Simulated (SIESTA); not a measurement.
## Te under changes of volume

One of the cells (33.925 Å³/atom); the others are scaled copies at fixed shape and fractional positions:

```
Te
1.0
     4.45400    0.00000    0.00000
    -2.22700    3.85728    0.00000
     0.00000    0.00000    5.92400
Te
3
Cartesian
  1.6279 2.8197 0.0000
  -0.5991 1.0376 3.9493
  1.1981 0.0000 1.9747
```

| Property | Result |
| --- | --- |
| Program | SIESTA 5.4.2 |
| Functional | LDA |
| Potentials or basis | PseudoDojo 0.4 standard (LDA files) |
| Basis | DZP (energy shift 0.003 Ry; two zetas on semicore shells) |
| Grid cutoff | 500 Ry |
| Energy shift | 0.003 Ry |
| k mesh | 7 × 7 × 5 |
| Occupations | fermi-dirac, width 0.05 eV |
| Spin | no spin polarisation |

```tsv
volume (Å³/atom)	energy over the lowest point (meV/atom)	pressure (GPa)	gap on the mesh (eV)	largest force (eV/Å)
31.890	12.91	2.8	0.54	0.924
32.568	?	?	?	?
33.247	0.00	0.4	0.55	0.654
33.925	0.67	-0.7	0.55	0.533
34.604	5.42	-1.6	0.56	0.419
35.282	13.84	-2.4	0.56	0.313
35.961	25.52	-3.1	0.56	0.215
```

Q: What does the run at 32.568 Å³/atom give?

A: Energy over the lowest point 3.89 meV/atom; pressure 1.5 GPa; gap on the mesh 0.54 eV; largest force 0.785 eV/Å.

Worked out: A Birch-Murnaghan fit of order 3 (a polynomial in V^(-2/3)) to the other rows has its minimum at 33.48 Å³/atom with B0 = V·E''(V) = 51 GPa and B' = 4.5 at fixed shape and positions, which overstates the stiffness. It gives 3.90 meV/atom at 32.568 Å³/atom, against the run's 3.89, and -dE/dV = 1.5 GPa, against 1.5. A straight line through the other rows of the gap, of slope 0.179 eV per unit of ln V, gives 0.54 eV, against the run's 0.54.

Energies are extrapolated to zero smearing.

Caveats: spin-orbit coupling is left out, which moves the levels of the heavy elements; an odd mesh through Γ misses points on the zone boundary, where band edges often lie; the basis of atomic orbitals isn't converged, which shifts pressures, moduli and gaps.
